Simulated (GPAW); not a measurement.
# KCl (Sylvite) (Fm-3m) in GPAW: notebook

Aim: see how the results for KCl (Sylvite) move with the level of theory and the settings. Levels: PBE, PBE+D3(BJ), optB88-vdW, r2SCAN. Tasks: equation of state, band structure.

All numbers are computed with GPAW 26.7.0; they aren't measurements. Logs are shortened: lines on timing, memory, paths and dates and some standing lists are left out, and cuts for length are marked. The log counts tension as positive stress, the text compression.

**What was measured.**

A printed reference work, monograph reports, for a bulk crystal of KCl: band gap 8.68 eV.

The runs below are set against these values where they give the same quantity.

### 1 The crystal as given

Symmetry: Fm-3m, No. 225, cubic system. The conventional cell has a = 6.293 Å, b = 6.293 Å, c = 6.293 Å, α = 90.00°, β = 90.00°, γ = 90.00°. Around K (site symmetry m-3m) lie 6 Cl at 3.15 Å. Around Cl (site symmetry m-3m) lie 6 K at 3.15 Å.

### 2 Equation of state, PBE

run.py

```python
from ase import Atoms
from ase.eos import EquationOfState
from ase.io import Trajectory
from ase.units import GPa
from gpaw import GPAW, PW

atoms = Atoms(['K', 'Cl'],
              cell=[[0.0, 3.14647, 3.14647],
                    [3.14647, 0.0, 3.14647],
                    [3.14647, 3.14647, 0.0]],
              scaled_positions=[[0.0, 0.0, 0.0],
                                [0.5, 0.5, 0.5]],
              pbc=True)

traj = Trajectory('eos.traj', 'w')
volumes, energies = [], []
for x in [0.94, 0.96, 0.98, 1.0, 1.02, 1.04, 1.06]:
    a = atoms.copy()
    a.set_cell(atoms.cell * x**(1 / 3), scale_atoms=True)
    calc = GPAW(mode=PW(600),
                xc='PBE',
                kpts={'size': (7, 7, 7), 'gamma': True},
                occupations={'name': 'fermi-dirac', 'width': 0.05},
                nbands=16,
                convergence={'density': 1e-05, 'energy': 1e-05},
                maxiter=150,
                txt=f'eos-{x:.2f}.txt')
    a.calc = calc
    energies.append(a.get_potential_energy(force_consistent=True))
    volumes.append(a.get_volume())
    p = -a.get_stress()[:3].mean() / GPa
    calc.write(f'eos-{x:.2f}.gpw')
    traj.write(a)
    print(f'{x:.2f} {volumes[-1]:10.4f} A^3 {energies[-1]:14.6f} eV {p:9.3f} GPa', flush=True)

v0, e0, B = EquationOfState(volumes, energies, eos='birchmurnaghan').fit()
print(f'V0 = {v0:.4f} A^3, E0 = {e0:.6f} eV, B0 = {B / GPa:.2f} GPa')
```

Potentials or basis: GPAW PAW data sets (gpaw-data 1.2.1), pw.

Launch:

```bash
> OMP_NUM_THREADS=1 python run.py
```

Log:

```text
__  _  _
 | _ |_)|_||  |
 |__||  | ||/\| - 26.7.0

Input parameters:
  mode=PW(ecut=600.0),
  convergence={'density': 1e-05, 'energy': 1e-05},
  kpts=MonkhorstPack(size=(7, 7, 7), gamma=True),
  maxiter=150,
  nbands=16,
  occupations=Occupations(name='fermi-dirac', width=0.05),
  xc=XC(name='PBE')

Diagonalizing LCAO Hamiltonian
Converting LCAO to pw mode

                Cl

       K

Atoms  # Å, Bohr magnetons
|   | symbol |        x |        y |        z |    initial magnetic moments |
|---|--------|----------|----------|----------|-----------------------------|
| 0 |      K | 0.000000 | 0.000000 | 0.000000 | ( 0.0000,  0.0000,  0.0000) |
| 1 |     Cl | 3.082238 | 3.082238 | 3.082238 | ( 0.0000,  0.0000,  0.0000) |

Unit cell  # Å
| periodic |        x |        y |        z |  lengths |    angles |
|----------|----------|----------|----------|----------|-----------|
|      yes | 0.000000 | 3.082238 | 3.082238 | 4.358943 | 60.000000 |
|      yes | 3.082238 | 0.000000 | 3.082238 | 4.358943 | 60.000000 |
|      yes | 3.082238 | 3.082238 | 0.000000 | 4.358943 | 60.000000 |

Number of symmetries: 48
Symmetry operations  # r_c * U_cc + t_c -> r_c
|    | kind |            matrix            |
|----|------|------------------------------|
|  0 |  σ   |  1, 0, 0,  1, 0,-1,  1,-1, 0 |
|  1 |  C2  |  1, 0, 0,  1,-1, 0,  1, 0,-1 |
|  2 |  E   |  1, 0, 0,  0, 1, 0,  0, 0, 1 |
|  3 |  σ   |  1, 0, 0,  0, 0, 1,  0, 1, 0 |
|  4 |  C4  |  1, 0,-1,  1, 0, 0,  1,-1, 0 |
|  5 |  S6  |  1, 0,-1,  1,-1, 0,  1, 0, 0 |
|  6 |  σ   |  1, 0,-1,  0, 1,-1,  0, 0,-1 |
|  7 |  C3  |  1, 0,-1,  0, 0,-1,  0, 1,-1 |
|  8 |  S6  |  1,-1, 0,  1, 0, 0,  1, 0,-1 |
|  9 |  C4  |  1,-1, 0,  1, 0,-1,  1, 0, 0 |
| 10 |  C3  |  1,-1, 0,  0,-1, 1,  0,-1, 0 |
| 11 |  σ   |  1,-1, 0,  0,-1, 0,  0,-1, 1 |
| 12 |  σ   |  0, 1, 0,  1, 0, 0,  0, 0, 1 |
| 13 |  C4  |  0, 1, 0,  0, 1,-1, -1, 1, 0 |
| 14 |  C3  |  0, 1, 0,  0, 0, 1,  1, 0, 0 |
| 15 |  S6  |  0, 1, 0, -1, 1, 0,  0, 1,-1 |
| 16 |  C2  |  0, 1,-1,  1, 0,-1,  0, 0,-1 |
| 17 |  σ   |  0, 1,-1,  0, 1, 0, -1, 1, 0 |
| 18 |  S4  |  0, 1,-1,  0, 0,-1,  1, 0,-1 |
| 19 |  C4  |  0, 1,-1, -1, 1, 0,  0, 1, 0 |
| 20 |  C3  |  0, 0, 1,  1, 0, 0,  0, 1, 0 |
| 21 |  σ   |  0, 0, 1,  0, 1, 0,  1, 0, 0 |
| 22 |  S6  |  0, 0, 1,  0,-1, 1, -1, 0, 1 |
| 23 |  C4  |  0, 0, 1, -1, 0, 1,  0,-1, 1 |
| 24 |  S4  |  0, 0,-1,  1, 0,-1,  0, 1,-1 |
| 25 |  C3  |  0, 0,-1,  0, 1,-1,  1, 0,-1 |
| 26 |  C2  |  0, 0,-1,  0,-1, 0, -1, 0, 0 |
| 27 |  S6  |  0, 0,-1, -1, 0, 0,  0,-1, 0 |
| 28 |  S4  |  0,-1, 1,  1,-1, 0,  0,-1, 0 |
| 29 |  C4  |  0,-1, 1,  0, 0, 1, -1, 0, 1 |
| 30 |  C2  |  0,-1, 1,  0,-1, 0,  1,-1, 0 |
| 31 |  σ   |  0,-1, 1, -1, 0, 1,  0, 0, 1 |
| 32 |  C3  |  0,-1, 0,  1,-1, 0,  0,-1, 1 |
| 33 |  S6  |  0,-1, 0,  0, 0,-1, -1, 0, 0 |
| 34 |  S4  |  0,-1, 0,  0,-1, 1,  1,-1, 0 |
| 35 |  C2  |  0,-1, 0, -1, 0, 0,  0, 0,-1 |
| 36 |  C2  | -1, 1, 0,  0, 1, 0,  0, 1,-1 |
| 37 |  S6  | -1, 1, 0,  0, 1,-1,  0, 1, 0 |
| 38 |  S4  | -1, 1, 0, -1, 0, 1, -1, 0, 0 |
| 39 |  C3  | -1, 1, 0, -1, 0, 0, -1, 0, 1 |
| 40 |  S6  | -1, 0, 1,  0, 0, 1,  0,-1, 1 |
| 41 |  C2  | -1, 0, 1,  0,-1, 1,  0, 0, 1 |
| 42 |  C3  | -1, 0, 1, -1, 1, 0, -1, 0, 0 |
| 43 |  S4  | -1, 0, 1, -1, 0, 0, -1, 1, 0 |
| 44 |  C2  | -1, 0, 0,  0, 0,-1,  0,-1, 0 |
| 45 |  i   | -1, 0, 0,  0,-1, 0,  0, 0,-1 |
| 46 |  σ   | -1, 0, 0, -1, 1, 0, -1, 0, 1 |
| 47 |  C2  | -1, 0, 0, -1, 0, 1, -1, 1, 0 |

BZ-sampling:
  Number of BZ points: 343
  Number of IBZ points: 20

  Monkhorst-Pack size: [7, 7, 7]
  Monkhorst-Pack shift: [0, 0, 0]

K-points  # in reciprocal-cell coordinates
|     |                                coordinates |     weight |
|-----|--------------------------------------------|------------|
|   0 | (  0.00000000,   0.00000000,   0.00000000) | 0.00291545 |
|   1 | (  0.14285714,   0.14285714,   0.00000000) | 0.01749271 |
|   2 | (  0.14285714,   0.14285714,   0.14285714) | 0.02332362 |
|   3 | (  0.28571429,   0.14285714,   0.14285714) | 0.03498542 |
|   4 | (  0.28571429,   0.28571429,   0.00000000) | 0.01749271 |
|   5 | (  0.28571429,   0.28571429,   0.14285714) | 0.06997085 |
|   6 | (  0.28571429,   0.28571429,   0.28571429) | 0.02332362 |
|   7 | (  0.42857143,  -0.28571429,  -0.28571429) | 0.03498542 |
|   8 | (  0.42857143,   0.28571429,  -0.42857143) | 0.13994169 |
|   9 | (  0.42857143,   0.28571429,  -0.28571429) | 0.06997085 |
| ... |                                            |            |
|  19 | (  0.42857143,   0.42857143,   0.42857143) | 0.02332362 |

Plane wave coefficients: 1968
Cutoff: 600.0 eV

Spin-components: 1 (collinear spins)
Bands:           16
Projectors:      10
Spin-degeneracy: 2
Datatype:        complex128

Parallelization:
  kpt:    1
  domain: 1
  band:   1

Density:
  Valence electrons: 16.0
  Components: 1
  Grid points: [25 25 25]
  Charge: 0.0  # |e|

Potential:
  Grid points: [25 25 25]

species:
  K:
    name:    Potassium
    Z:       19.0
    valence: 9
    core:    10
    charge:  0.0  # [|e|]
    compensation charges:
      type: gauss
      rc: 0.35  # [Å]
      lmax: 2
    cutoffs:
      filter: 1.91  # [Å]
      core: 1.27  # [Å]
    projectors
    | kind |    occ | energy [eV] | rcut [Å] |
    |------|--------|-------------|----------|
    |   3s |  2.000 |     -35.338 |    1.122 |
    |   4s |  1.000 |      -2.319 |    1.122 |
    |   3p |  6.000 |     -18.813 |    1.106 |
    |    p |        |       8.398 |    1.106 |
    |    d |        |       0.000 |    0.937 |

    Using partial waves for K as LCAO basis

  Cl:
    name:    Chlorine
    Z:       17.0
    valence: 7
    core:    10
    charge:  0.0  # [|e|]
    compensation charges:
      type: gauss
      rc: 0.25  # [Å]
      lmax: 2
    cutoffs:
      filter: 1.40  # [Å]
      core: 1.49  # [Å]
    projectors
    | kind |    occ | energy [eV] | rcut [Å] |
    |------|--------|-------------|----------|
    |   3s |  2.000 |     -20.689 |    0.794 |
    |   3p |  5.000 |      -8.594 |    0.794 |
    |    s |        |       6.523 |    0.794 |
    |    p |        |      18.617 |    0.794 |
    |    d |        |       0.000 |    0.794 |

    Using partial waves for Cl as LCAO basis

Reference energy: -28937.202614  # eV

eigensolver:
  PPCG
  Converge bands: occupied
  niter=2

density mixing:
  MSR1-Mixer
  Pratt-step length: 0.05
  Maximum mixing coefficient: 0.75
  Old densities: 10
  SVD Regularization: 0.005
  Good broyden scale: 1.0
  Trust region scale: 1.0
  Backstep threshold: 4.0
  History deletion threshold: 6.0
  Fourier metric: weight=20.0, sigma=0.015

occupation numbers:
  Fermi-Dirac:
    width: 0.0500  # eV

poisson solver:
  ecut: 4800.0  # eV

xc functional:
  name: PBE with 2 nearest neighbor stencil

convergence criteria:
- Maximum integral of absolute [dens]ity change: 1e-05 electrons / valence electron
- Maximum [total energy] change in last 3 cyles: 1e-05 eV / valence electron
- Maximum integral of absolute [eigenst]ate change: 4e-08 eV^2 / valence electron
maximum number of iterations: 150

SCF iterations
|iter     | |      energy | eigst |  dens |
|---------|-|-------------|-------|-------|
|iter:   1| |   -7.106113 | -0.23 |       |
|iter:   2| |   -7.070578 | -2.43 | -1.29 |
|iter:   3| |   -6.929087 | -1.88 | -1.33 |
|iter:   4| |   -6.933903 | -3.23 | -1.71 |
|iter:   5| |   -6.936639 | -4.04 | -2.09 |
|iter:   6| |   -6.936791 | -5.36 | -2.87 |
|iter:   7| |   -6.936805 | -6.45 | -3.51 |
|iter:   8| |   -6.936806c| -7.33 | -4.11 |
|iter:   9| |   -6.936806c| -8.07c| -5.13c|

Converged in 9 steps
Energy contributions relative to reference atoms: (reference = -28937.202614)

Energy contributions:
  Kinetic:           5.540369
  Coulomb:          -4.454691
  Zero:             -0.628747
  External:          0.000000
  Xc:               -7.393736
  Entropy:           0.000000
  Spinorbit:         0.000000
  ----------------------------
  Free energy:      -6.936806
  Extrapolated:     -6.936806

dipole moment: (-22.458123, -22.458123, -22.458123)  # |e|*Ang

Fermi level: 2.153
Eigenvalues  # (at kpt = [0.000, 0.000, 0.000])
| band index |      eig [eV] | occ [0-2] |
|------------|---------------|-----------|
|          0 |       -26.996 |     2.000 |
|          1 |       -12.163 |     2.000 |
|          2 |       -10.491 |     2.000 |
|          3 |       -10.491 |     2.000 |
|          4 |       -10.491 |     2.000 |
|          5 |         0.027 |     2.000 |
[... 8 lines left out ...]
|         14 |        13.219 |     0.000 |
|         15 |        16.369 |     0.000 |

Gap: 5.414 eV
Transition (v -> c):
  (s=0, k=0, n=7, [0.00, 0.00, 0.00]) -> (s=0, k=0, n=8, [0.00, 0.00, 0.00])
No difference between direct/indirect transitions

Stress tensor  # eV/Ang^3
|         x |         y |         z |
|-----------|-----------|-----------|
| -0.013071 |  0.000000 |  0.000000 |
|  0.000000 | -0.013071 |  0.000000 |
|  0.000000 |  0.000000 | -0.013071 |

# Writing to eos-0.94.gpw (mode='')
```

It took 60 s on 1 thread of Intel Xeon Platinum 8488C (Sapphire Rapids), shared host; peak memory 0.22 GiB.

What came out:

```yaml
Equilibrium_volume: 32.48 Å³/atom
Bulk_modulus: 15.7 GPa
Pressure_derivative_of_the_bulk_modulus: "5.6 (rough: it moves with the points fitted)"
```

Energy against volume, from the lowest point:
```csv
volume (Å³/atom),energy (meV/atom)
29.282,19.34
29.905,11.97
30.528,6.55
31.151,2.94
31.774,0.78
32.397,0.00
33.020,0.44
```

### 3 Equation of state, PBE+D3(BJ)

run.py, as its differences from that of step 2:

```diff
@@ -1,14 +1,9 @@
-from ase import Atoms
+from ase.calculators.mixing import SumCalculator
 from ase.eos import EquationOfState
-from ase.io import Trajectory
+from ase.io import Trajectory, read
 from ase.units import GPa
+from dftd3.ase import DFTD3
 from gpaw import GPAW, PW
 
-atoms = Atoms(['K', 'Cl'],
-              cell=[[0.0, 3.14647, 3.14647],
-                    [3.14647, 0.0, 3.14647],
-                    [3.14647, 3.14647, 0.0]],
-              scaled_positions=[[0.0, 0.0, 0.0],
-                                [0.5, 0.5, 0.5]],
-              pbc=True)
+atoms = read('KCl.cif')
 
@@ -27,4 +22,4 @@
                 txt=f'eos-{x:.2f}.txt')
-    a.calc = calc
-    energies.append(a.get_potential_energy(force_consistent=True))
+    a.calc = SumCalculator([calc, DFTD3(method='pbe', damping='d3bj')])
+    energies.append(a.get_potential_energy())
     volumes.append(a.get_volume())
```

KCl.cif

```cif
data_KCl
_cell_length_a 4.44978055
_cell_length_b 4.44978055
_cell_length_c 4.44978055
_cell_angle_alpha 60.00000000
_cell_angle_beta 60.00000000
_cell_angle_gamma 60.00000000
_space_group_name_H-M_alt 'P1'
_space_group_name_Hall 'P 1'
_space_group_IT_number 1
loop_
_space_group_symop_operation_xyz
'x,y,z'
loop_
_atom_site_label
_atom_site_type_symbol
_atom_site_symmetry_multiplicity
_atom_site_Wyckoff_symbol
_atom_site_fract_x
_atom_site_fract_y
_atom_site_fract_z
_atom_site_occupancy
K1 K 1 a 0.0000000000 0.0000000000 0.0000000000 1
Cl1 Cl 1 a 0.5000000000 0.5000000000 0.5000000000 1
```

Potentials or basis: GPAW PAW data sets (gpaw-data 1.2.1), pw.

Launch:

```bash
> OMP_NUM_THREADS=1 python run.py
```

Log:

```text
__  _  _
 | _ |_)|_||  |
 |__||  | ||/\| - 26.7.0

Input parameters:
  mode=PW(ecut=600.0),
  convergence={'density': 1e-05, 'energy': 1e-05},
  kpts=MonkhorstPack(size=(7, 7, 7), gamma=True),
  maxiter=150,
  nbands=16,
  occupations=Occupations(name='fermi-dirac', width=0.05),
  xc=XC(name='PBE')

Diagonalizing LCAO Hamiltonian
Converting LCAO to pw mode

                    Cl

       K

Atoms  # Å, Bohr magnetons
|   | symbol |        x |        y |        z |    initial magnetic moments |
|---|--------|----------|----------|----------|-----------------------------|
| 0 |      K | 0.000000 | 0.000000 | 0.000000 | ( 0.0000,  0.0000,  0.0000) |
| 1 |     Cl | 4.358943 | 2.516637 | 1.779531 | ( 0.0000,  0.0000,  0.0000) |

Unit cell  # Å
| periodic |        x |        y |        z |  lengths |    angles |
|----------|----------|----------|----------|----------|-----------|
|      yes | 4.358943 | 0.000000 | 0.000000 | 4.358943 | 60.000000 |
|      yes | 2.179472 | 3.774956 | 0.000000 | 4.358943 | 60.000000 |
|      yes | 2.179472 | 1.258319 | 3.559062 | 4.358943 | 60.000000 |

Number of symmetries: 48
Symmetry operations  # r_c * U_cc + t_c -> r_c
|    | kind |            matrix            |
|----|------|------------------------------|
|  0 |  σ   |  1, 0, 0,  1, 0,-1,  1,-1, 0 |
|  1 |  C2  |  1, 0, 0,  1,-1, 0,  1, 0,-1 |
|  2 |  E   |  1, 0, 0,  0, 1, 0,  0, 0, 1 |
|  3 |  σ   |  1, 0, 0,  0, 0, 1,  0, 1, 0 |
|  4 |  C4  |  1, 0,-1,  1, 0, 0,  1,-1, 0 |
|  5 |  S6  |  1, 0,-1,  1,-1, 0,  1, 0, 0 |
|  6 |  σ   |  1, 0,-1,  0, 1,-1,  0, 0,-1 |
|  7 |  C3  |  1, 0,-1,  0, 0,-1,  0, 1,-1 |
|  8 |  S6  |  1,-1, 0,  1, 0, 0,  1, 0,-1 |
|  9 |  C4  |  1,-1, 0,  1, 0,-1,  1, 0, 0 |
| 10 |  C3  |  1,-1, 0,  0,-1, 1,  0,-1, 0 |
| 11 |  σ   |  1,-1, 0,  0,-1, 0,  0,-1, 1 |
| 12 |  σ   |  0, 1, 0,  1, 0, 0,  0, 0, 1 |
| 13 |  C4  |  0, 1, 0,  0, 1,-1, -1, 1, 0 |
| 14 |  C3  |  0, 1, 0,  0, 0, 1,  1, 0, 0 |
| 15 |  S6  |  0, 1, 0, -1, 1, 0,  0, 1,-1 |
| 16 |  C2  |  0, 1,-1,  1, 0,-1,  0, 0,-1 |
| 17 |  σ   |  0, 1,-1,  0, 1, 0, -1, 1, 0 |
| 18 |  S4  |  0, 1,-1,  0, 0,-1,  1, 0,-1 |
| 19 |  C4  |  0, 1,-1, -1, 1, 0,  0, 1, 0 |
| 20 |  C3  |  0, 0, 1,  1, 0, 0,  0, 1, 0 |
| 21 |  σ   |  0, 0, 1,  0, 1, 0,  1, 0, 0 |
| 22 |  S6  |  0, 0, 1,  0,-1, 1, -1, 0, 1 |
| 23 |  C4  |  0, 0, 1, -1, 0, 1,  0,-1, 1 |
| 24 |  S4  |  0, 0,-1,  1, 0,-1,  0, 1,-1 |
| 25 |  C3  |  0, 0,-1,  0, 1,-1,  1, 0,-1 |
| 26 |  C2  |  0, 0,-1,  0,-1, 0, -1, 0, 0 |
| 27 |  S6  |  0, 0,-1, -1, 0, 0,  0,-1, 0 |
| 28 |  S4  |  0,-1, 1,  1,-1, 0,  0,-1, 0 |
| 29 |  C4  |  0,-1, 1,  0, 0, 1, -1, 0, 1 |
| 30 |  C2  |  0,-1, 1,  0,-1, 0,  1,-1, 0 |
| 31 |  σ   |  0,-1, 1, -1, 0, 1,  0, 0, 1 |
| 32 |  C3  |  0,-1, 0,  1,-1, 0,  0,-1, 1 |
[... 95 lines left out ...]
      rc: 0.25  # [Å]
      lmax: 2
    cutoffs:
      filter: 1.40  # [Å]
      core: 1.49  # [Å]
    projectors
    | kind |    occ | energy [eV] | rcut [Å] |
    |------|--------|-------------|----------|
    |   3s |  2.000 |     -20.689 |    0.794 |
    |   3p |  5.000 |      -8.594 |    0.794 |
    |    s |        |       6.523 |    0.794 |
    |    p |        |      18.617 |    0.794 |
    |    d |        |       0.000 |    0.794 |

    Using partial waves for Cl as LCAO basis

Reference energy: -28937.202614  # eV

eigensolver:
  PPCG
  Converge bands: occupied
  niter=2

density mixing:
  MSR1-Mixer
  Pratt-step length: 0.05
  Maximum mixing coefficient: 0.75
  Old densities: 10
  SVD Regularization: 0.005
  Good broyden scale: 1.0
  Trust region scale: 1.0
  Backstep threshold: 4.0
  History deletion threshold: 6.0
  Fourier metric: weight=20.0, sigma=0.015

occupation numbers:
  Fermi-Dirac:
    width: 0.0500  # eV

poisson solver:
  ecut: 4800.0  # eV

xc functional:
  name: PBE with 2 nearest neighbor stencil

convergence criteria:
- Maximum integral of absolute [dens]ity change: 1e-05 electrons / valence electron
- Maximum [total energy] change in last 3 cyles: 1e-05 eV / valence electron
- Maximum integral of absolute [eigenst]ate change: 4e-08 eV^2 / valence electron
maximum number of iterations: 150

SCF iterations
|iter     | |      energy | eigst |  dens |
|---------|-|-------------|-------|-------|
|iter:   1| |   -7.106113 | -0.23 |       |
|iter:   2| |   -7.070578 | -2.43 | -1.29 |
|iter:   3| |   -6.929087 | -1.88 | -1.33 |
|iter:   4| |   -6.933903 | -3.23 | -1.71 |
|iter:   5| |   -6.936639 | -4.04 | -2.09 |
|iter:   6| |   -6.936791 | -5.36 | -2.87 |
|iter:   7| |   -6.936805 | -6.45 | -3.51 |
|iter:   8| |   -6.936806c| -7.33 | -4.11 |
|iter:   9| |   -6.936806c| -8.07c| -5.13c|

Converged in 9 steps
Energy contributions relative to reference atoms: (reference = -28937.202614)

Energy contributions:
  Kinetic:           5.540368
  Coulomb:          -4.454690
  Zero:             -0.628747
  External:          0.000000
  Xc:               -7.393736
  Entropy:          -0.000000
  Spinorbit:         0.000000
  ----------------------------
  Free energy:      -6.936806
  Extrapolated:     -6.936806

dipole moment: (-31.760582, -18.336981, -12.966203)  # |e|*Ang

Fermi level: 2.153
Eigenvalues  # (at kpt = [0.000, 0.000, 0.000])
| band index |      eig [eV] | occ [0-2] |
|------------|---------------|-----------|
|          0 |       -26.996 |     2.000 |
|          1 |       -12.163 |     2.000 |
|          2 |       -10.491 |     2.000 |
|          3 |       -10.491 |     2.000 |
|          4 |       -10.491 |     2.000 |
|          5 |         0.027 |     2.000 |
[... 8 lines left out ...]
|         14 |        13.219 |     0.000 |
|         15 |        16.369 |     0.000 |

Gap: 5.414 eV
Transition (v -> c):
  (s=0, k=0, n=7, [0.00, 0.00, 0.00]) -> (s=0, k=0, n=8, [0.00, 0.00, 0.00])
No difference between direct/indirect transitions

Stress tensor  # eV/Ang^3
|         x |         y |         z |
|-----------|-----------|-----------|
| -0.013071 |  0.000000 |  0.000000 |
|  0.000000 | -0.013071 | -0.000000 |
|  0.000000 |  0.000000 | -0.013071 |

# Writing to eos-0.94.gpw (mode='')
```

stdout:

```text
0.94    58.5637 A^3      -7.349393 eV     0.951 GPa
0.96    59.8098 A^3      -7.355427 eV     0.479 GPa
0.98    61.0558 A^3      -7.357938 eV     0.058 GPa
1.00    62.3018 A^3      -7.357206 eV    -0.316 GPa
1.02    63.5479 A^3      -7.353877 eV    -0.648 GPa
1.04    64.7939 A^3      -7.348120 eV    -0.943 GPa
1.06    66.0399 A^3      -7.340202 eV    -1.205 GPa
V0 = 61.3999 A^3, E0 = -7.358018 eV, B0 = 19.04 GPa
```

eos-0.96.txt:

```text
SCF iterations
|iter     | |      energy | eigst |  dens |
|---------|-|-------------|-------|-------|
|iter:   1| |   -7.125884 | -0.24 |       |
|iter:   2| |   -7.089185 | -2.44 | -1.29 |
|iter:   3| |   -6.943788 | -1.87 | -1.32 |
|iter:   4| |   -6.948664 | -3.21 | -1.71 |
|iter:   5| |   -6.951377 | -4.04 | -2.08 |
[... 40 lines left out ...]
|         14 |        13.022 |     0.000 |
|         15 |        16.113 |     0.000 |

Gap: 5.336 eV
Transition (v -> c):
  (s=0, k=0, n=7, [0.00, 0.00, 0.00]) -> (s=0, k=0, n=8, [0.00, 0.00, 0.00])
No difference between direct/indirect transitions

Stress tensor  # eV/Ang^3
|         x |         y |         z |
|-----------|-----------|-----------|
| -0.009804 |  0.000000 |  0.000000 |
|  0.000000 | -0.009804 | -0.000000 |
|  0.000000 | -0.000000 | -0.009804 |

# Writing to eos-0.96.gpw (mode='')
```

Run time: 67 s. Hardware: 1 thread of Intel Xeon Platinum 8488C (Sapphire Rapids), shared host; peak memory 0.22 GiB.

Results:

```yaml
Equilibrium_volume: 30.70 Å³/atom
Bulk_modulus: 19.0 GPa
Pressure_derivative_of_the_bulk_modulus: "5.5 (rough: it moves with the points fitted)"
```

Energy against volume, from the lowest point:
```csv
volume (Å³/atom),energy (meV/atom)
29.282,4.27
29.905,1.26
30.528,0.00
31.151,0.37
31.774,2.03
32.397,4.91
33.020,8.87
```

[end of part 1 of 3]
